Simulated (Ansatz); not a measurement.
Results of r²SCAN (plane waves, PAW; Ansatz, a first-principles code) for cubic perovskite LaAlO3 (cubic high-temperature phase).

Run with plane-wave cutoff 500 eV, 8×8×8 k mesh, gaussian smearing 0.02 eV, scalar-relativistic PAW data made under PBE.

Cell (relaxed at this level):

Space group Pm-3m (No. 221); a = b = c = 3.787 Å, α = β = γ = 90.00°

| atom | site | symmetry | x | y | z |
|---|---|---|---|---|---|
| La | 1a | m-3m | 0.0000 | 0.0000 | 0.0000 |
| Al | 1b | m-3m | 0.5000 | 0.5000 | 0.5000 |
| O | 3c | 4/mm.m | 0.0000 | 0.5000 | 0.5000 |

Q: Give the computed band gap.

A: 
- band gap = 4.02 eV (on the SCF k mesh)

Note: the relaxation could not lower the start's symmetry, so the cell can be a saddle point above a distorted one.

Spin–orbit coupling is not included.

Static lattice: no zero-point or thermal effects.

The result took very roughly 27 core-seconds.
